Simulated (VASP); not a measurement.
Here is a VASP 6.6.1 calculation.

Contents of INCAR:

```
SYSTEM = InP
ALGO = Normal
EDIFF = 1E-7
ENCUT = 520
GGA = PE
ISIF = 2
ISMEAR = -1
LASPH = .TRUE.
LCHARG = .FALSE.
LREAL = .FALSE.
LWAVE = .FALSE.
NBANDS = 16
NELM = 80
PREC = Accurate
SIGMA = 0.02
```

KPOINTS

```
k-points
0
G
  8 8 8
  0 0 0
```

POSCAR

```
InP
1.0
    0.0000000000      2.9538133435      2.9538133435
    2.9538133435      0.0000000000      2.9538133435
    2.9538133435      2.9538133435      0.0000000000
In P
1 1
Direct
    0.0000000000      0.0000000000      0.0000000000
    0.2500000000      0.2500000000      0.2500000000
```

Potentials or basis: VASP PAW PBE potentials, release 64 (In_d, P).

Launch:

```console
$ cat potpaw_PBE.64/In_d/POTCAR potpaw_PBE.64/P/POTCAR > POTCAR
$ mpirun -np 1 vasp_std > vasp.out
```

Estimate the band gap on the k mesh.

0.58 eV, direct.

Estimate the pressure.

1.6 GPa.

Caveat: spin-orbit coupling is left out, which moves the levels of the heavy elements.

**The experiment to reproduce.**

From a printed reference work, data compilation, for a bulk crystal of InP at 1.6 K: band gap 1.4236 eV (direct).

A measured gap of InP is 1.4236 eV (direct; 1.6 K; a printed reference work, data compilation); the calculated 0.58 eV misses it by -0.84 eV. Spin-orbit coupling on In is left out. The value is that of PBE, without temperature or zero-point motion. Semilocal functionals fall short of measured gaps as a rule.
